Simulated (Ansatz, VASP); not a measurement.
Given: the input of a run of Ansatz 0.2.0 on As.

The input input.yaml:

```yaml
crystal:
  lattice:
    - [1.8807968987, 1.0858785957, 3.5140619945]
    - [-1.8807968987, 1.0858785957, 3.5140619945]
    - [0.0, -2.1717571915, 3.5140619945]
  atoms:
    - { symbol: As, position: [0.21182, 0.224744, 0.232824] }
    - { symbol: As, position: [0.775524, 0.775501, 0.768129] }
hamiltonian:
  xc: pbesol
  pseudopotentials: { kind: paw }
kpoints:
  mp_grid: { grid: [9, 9, 9] }
scf:
  occupations: { method: fermi_dirac, width: 0.05 }
output:
  forces: true
  stress: true
  eigenvalues: true
```

Potentials or basis: Ansatz PAW.

Command:

```bash
$ ansatz run input.yaml --threads 1 --pin off --max-ram 3584MiB --backend cpu --events-out ev --progress --plain --runs-dir out
```

Question: Translate it to VASP 6.6.1. Potentials there: VASP PAW PBE potentials, release 64 (As).

Answer: As run (the cutoff follows the program's own potentials):

Contents of INCAR:

```
SYSTEM = As
  PREC = Accurate
  ENCUT = 520
  EDIFF = 1E-7
  ISMEAR = -1
  SIGMA = 0.05
  LREAL = .False.
  LASPH = .True.
  NELM = 60
  ALGO = Normal
  ISIF = 2
  LWAVE = .False.
  LCHARG = .False.
  GGA = PS
  NBANDS = 12
```

Contents of KPOINTS:

```
Automatic mesh
0
Gamma
  9 9 9
  0 0 0
```

POSCAR

```
As
1.0
    1.8807968987      1.0858785957      3.5140619945
   -1.8807968987      1.0858785957      3.5140619945
    0.0000000000     -2.1717571915      3.5140619945
As
2
Direct
    0.2118200000      0.2247440000      0.2328240000
    0.7755240000      0.7755010000      0.7681290000
```

Potentials or basis: VASP PAW PBE potentials, release 64 (As).

Run with:

```console
$ cat potpaw_PBE.64/As/POTCAR > POTCAR
$ mpirun -np 1 vasp_std > vasp.out
```

Both were run:

|  | VASP | Ansatz | Ansatz less VASP |
| --- | --- | --- | --- |
| gap on the k mesh at the Fermi level (eV) | none | none | - |
| pressure (GPa) | 1.3 | 0.9 | -0.44 |
| largest component of the traceless stress (GPa) | 1.35 | 1.31 | -0.039 |
| rms of the force components (eV/Å) | 0.418 | 0.378 | -0.0401 |

Atom by atom the forces differ by 0.042 eV/Å (rms over components). A gap of «none» marks a metal or a gap that the smearing closes. The two sets of potentials don't hold the same shells in valence.

Caveats: the PAW data sets were made with another functional, which shifts forces and pressure a little (VASP); the PAW data sets come from PBE, with cores solved anew for the run's functional, which leaves a small shift of forces and pressure (Ansatz).
